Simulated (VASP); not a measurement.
# InP (F-43m) in VASP: notebook, part 2 of 2

VASP 6.6.1. Earlier steps stand in the parts before.

## (3) Single point, PBE+D3(BJ)

Input file INCAR:

```
  ALGO = Normal
  EDIFF = 1E-6
  ENCUT = 520
  GGA = PE
  ISIF = 2
  ISMEAR = 0
  IVDW = 12
  LASPH = True
  LCHARG = False
  LREAL = False
  LWAVE = False
  NBANDS = 16
  NELM = 100
  PREC = Accurate
  SIGMA = 0.01
```

Input file KPOINTS:

```
k-points
0
Gamma
  6 6 6
```

Input file POSCAR:

```
InP
1.0
    0.0000000000      2.9305000000      2.9305000000
    2.9305000000      0.0000000000      2.9305000000
    2.9305000000      2.9305000000      0.0000000000
In P
1 1
Direct
    0.0000000000      0.0000000000      0.0000000000
    0.2500000000      0.2500000000      0.2500000000
```

Potentials or basis: VASP PAW PBE potentials, release 64 (In_d, P).

On the command line:

```sh
cat potpaw_PBE.64/In_d/POTCAR potpaw_PBE.64/P/POTCAR > POTCAR
mpirun -np 1 vasp_std > vasp.out
```

OUTCAR:

```text
EDIFF = 1E-6
   ENCUT = 520
   GGA = PE
   ISIF = 2
   ISMEAR = 0
   IVDW = 12
   LASPH = True
   LREAL = False
   NELM = 100
   PREC = Accurate
 IVDW          = 12

 ion  position               nearest neighbor table
   1  0.000  0.000  0.000-   2 2.54   2 2.54   2 2.54   2 2.54
   2  0.250  0.250  0.250-   1 2.54   1 2.54   1 2.54   1 2.54

  LATTYP: Found a face centered cubic cell.
 ALAT       =     5.8610000000

  Lattice vectors:

 A1 = (   0.0000000000,   2.9305000000,   2.9305000000)
 A2 = (   2.9305000000,   0.0000000000,   2.9305000000)
 A3 = (   2.9305000000,   2.9305000000,   0.0000000000)

Analysis of symmetry for initial positions (statically):
=====================================================================
 Subroutine PRICEL returns:
 Original cell was already a primitive cell.

 Routine SETGRP: Setting up the symmetry group for a
 face centered cubic supercell.

 Subroutine GETGRP returns: Found 24 space group operations
 (whereof 24 operations were pure point group operations)
 out of a pool of 48 trial point group operations.

The static configuration has the point symmetry T_d .

Analysis of symmetry for dynamics (positions and initial velocities):
=====================================================================
 Subroutine PRICEL returns:
 Original cell was already a primitive cell.

 Routine SETGRP: Setting up the symmetry group for a
 face centered cubic supercell.

 Subroutine GETGRP returns: Found 24 space group operations
 (whereof 24 operations were pure point group operations)
 out of a pool of 48 trial point group operations.

The dynamic configuration has the point symmetry T_d .

 Subroutine INISYM returns: Found 24 space group operations
 (whereof 24 operations are pure point group operations),
 and found     1 'primitive' translations

----------------------------------------------------------------------------------------

                                     Primitive cell

  volume of cell :      50.3333
[... 99 lines left out ...]
     AMIX     =   0.40;   BMIX     =  1.00
     AMIX_MAG =   1.60;   BMIX_MAG =  1.00
  volume/ion in A,a.u.               =      25.17       169.83
  Fermi-wavevector in a.u.,A,eV,Ry     =   1.162021  2.195901 18.371846  1.350293
  Thomas-Fermi vector in A             =   2.298587
   LORBIT       =      0    0 simple, 1 ext, 2 COOP (PROOUT), +10 PAW based schemes
   GGA     = PE    functional components
   LHFCALC =     F    Hartree Fock is set to
   AEXX    =    0.0000 exact exchange contribution
   IVDW    =    12    specifies the selected vdW correction
   LEPSILON=     F    determine dielectric tensor
   LRPA    =     F    only Hartree local field effects (RPA)
 non-spin polarized calculation
 Gauss-broadening in eV      SIGMA  =   0.01
  energy-cutoff  :      520.00
  volume of cell :       50.33
 maximum number of plane-waves:      1380
   NGX = 15   NGY = 15   NGZ = 15

 number of electron      18.0000005 magnetization

 Free energy of the ion-electron system (eV)
  ---------------------------------------------------
  ext. energy  EPLUGINS =         0.00000000
  ---------------------------------------------------
  free energy    TOTEN  =        -8.37009015 eV

  energy without entropy =       -8.37009015  energy(sigma->0) =       -8.37009015

 E-fermi :   5.3142     XC(G=0):  -9.2805

 val. band max:        5.1949517180   @ k =   0.0000   0.0000   0.0000
 cond. band min:       5.9049719997   @ k =   0.0000   0.0000   0.0000
 fundamental gap:      0.7100202816
 Fermi energy:         5.3141903860

 k-point     1 :       0.0000    0.0000    0.0000
  band No.  band energies     occupation
      1      -8.9980      2.00000
      2      -8.9980      2.00000
      3      -8.9980      2.00000
      4      -8.8462      2.00000
      5      -8.8462      2.00000
      6      -6.3231      2.00000
[... 281 lines left out ...]
      3      -8.9015      2.00000
      4      -8.8745      2.00000
      5      -8.8243      2.00000
      6      -3.8847      2.00000
[... 8 lines left out ...]
     15      16.4504      0.00000
     16      17.1577      0.00000

------------------------ aborting loop because EDIFF is reached ----------------------------------------

 Edisp (eV)   -0.62732

 E8    (eV) :    -0.2789

  FORCE on cell =-STRESS in cart. coord.  units (eV):
  Direction    XX          YY          ZZ          XY          YZ          ZX
  --------------------------------------------------------------------------------------
  -------------------------------------------------------------------------------------
  Total       0.33487     0.33487     0.33487     0.00000     0.00000    -0.00000
  in kB      10.65946    10.65946    10.65946     0.00000     0.00000    -0.00000
  external pressure =       10.66 kB  Pullay stress =        0.00 kB

 VOLUME and BASIS-vectors are now :
 -----------------------------------------------------------------------------
  energy-cutoff  :      520.00
  volume of cell :       50.33
      direct lattice vectors                 reciprocal lattice vectors
     0.000000000  2.930500000  2.930500000    -0.170619348  0.170619348  0.170619348
     2.930500000  0.000000000  2.930500000     0.170619348 -0.170619348  0.170619348
     2.930500000  2.930500000  0.000000000     0.170619348  0.170619348 -0.170619348

 POSITION                                       TOTAL-FORCE (eV/Angst)
 -----------------------------------------------------------------------------------
      0.00000      0.00000      0.00000        -0.000000     -0.000000     -0.000000
      1.46525      1.46525      1.46525         0.000000      0.000000      0.000000
 -----------------------------------------------------------------------------------
    total drift:                               -0.000000     -0.000000     -0.000000

  FREE ENERGIE OF THE ION-ELECTRON SYSTEM (eV)
  ---------------------------------------------------
  free  energy   TOTEN  =        -8.9974144989 eV

  energy  without entropy=       -8.9974144989  energy(sigma->0) =       -8.99741450
```

OSZICAR:

```text
N       E                     dE             d eps       ncg     rms          rms(c)
DAV:   1     0.109790098164E+03    0.10979E+03   -0.84792E+03   512   0.127E+03
DAV:   2    -0.143805577241E+01   -0.11123E+03   -0.10691E+03   568   0.287E+02
DAV:   3    -0.860865664622E+01   -0.71706E+01   -0.71351E+01   648   0.739E+01
DAV:   4    -0.878847101113E+01   -0.17981E+00   -0.17974E+00   688   0.126E+01
DAV:   5    -0.879680797190E+01   -0.83370E-02   -0.83368E-02   712   0.238E+00    0.569E+00
DAV:   6    -0.839891557485E+01    0.39789E+00   -0.62331E-01   808   0.129E+01    0.341E+00
DAV:   7    -0.836872292533E+01    0.30193E-01   -0.16123E-01   736   0.322E+00    0.126E+00
DAV:   8    -0.836922040765E+01   -0.49748E-03   -0.16022E-02   664   0.148E+00    0.325E-01
DAV:   9    -0.836985553954E+01   -0.63513E-03   -0.12881E-03   640   0.373E-01    0.152E-01
DAV:  10    -0.837001327854E+01   -0.15774E-03   -0.25271E-04   760   0.220E-01    0.987E-02
DAV:  11    -0.837009092884E+01   -0.77650E-04   -0.12274E-04   576   0.998E-02    0.426E-02
DAV:  12    -0.837009014614E+01    0.78270E-06   -0.77167E-06   592   0.254E-02
   1 F= -.89974145E+01 E0= -.89974145E+01  d E =-.140144E-65
```

Wall time 6.6 s (1 thread of Intel Xeon 6975P-C, shared host); peak memory 0.18 GiB.

Results:

```
Free energy                : -8.9974 eV
Pressure                   : 1.1 GPa
Band gap on the k mesh     : 0.71 eV, direct
Dispersion energy per atom : -0.314 eV
```

Caveat: spin-orbit coupling is left out, which moves the levels of the heavy elements.

## (4) Comparison with measurements

Step 2. A measured gap of InP is 1.4236 eV (direct; 1.6 K; a printed reference work, data compilation); the calculated 0.71 eV misses it by -0.71 eV. Spin-orbit coupling on In is left out. The value is that of PBE+D3(BJ), without temperature or zero-point motion. Semilocal functionals fall short of measured gaps as a rule.

Step 3. Against the measured gap of InP, 1.4236 eV (direct; 1.6 K; a printed reference work, data compilation), the calculated 0.71 eV is off by -0.71 eV. Spin-orbit coupling on In is left out. The value is that of PBE+D3(BJ), without temperature or zero-point motion. Semilocal functionals fall short of measured gaps as a rule.
